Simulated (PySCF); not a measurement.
# Unknown compound

The spectra below were simulated for a compound C4H2O3.

$^{1}$H NMR (600 MHz, computed): δ 6.93 (s, 2H).

$^{13}$C{$^{1}$H} NMR (computed): δ 170.9 (2C), 144.0 (2C).

Computed data (PySCF 2.14): GFN2-xTB geometry, PBE0/pcSseg-1 with gauge-including orbitals, spin–spin couplings from B3LYP/pcJ-1. Non-relativistic Hamiltonian, equivalent nuclei averaged, no solvent model, a single conformation.

References, each an isolated molecule treated in the same way: $^{1}$H and $^{13}$C vs TMS.

Question: What is the structure?

Answer: 
- Rings plus π bonds: 4 (1 ring in the answer).
- 2 carbon signals for 4 carbons: some carbons are equivalent by symmetry or fast rotation.
- Carbon types of the structure: 2 × C, 2 × CH, which accounts for all hydrogens.
- δC 170.9: anhydride carbonyl carbon; lone-pair donation from the attached heteroatom keeps it upfield of a ketone carbonyl.
- δC 144.0: β carbon of a C=C–C=O unit; conjugation with the carbonyl draws π density from the β position.
- δH 6.93: hydrogen on a β carbon of a C=C–C=O unit; a vinylic proton, deshielded by the sp2 carbon and the C=C anisotropy.

These data were computed for `InChI=1S/C4H2O3/c5-3-1-2-4(6)7-3/h1-2H`.

This is the structure that produced the data.

Shifts are as computed. Against solution values, carbons near 30 ppm lie about +3 ppm off and those near 130 ppm about +5 ppm. Of 1211 compounds with measured shifts, 218 miss one by over three times the rms of a fit or turn the order of signals round; such compounds aren't used in these exercises.
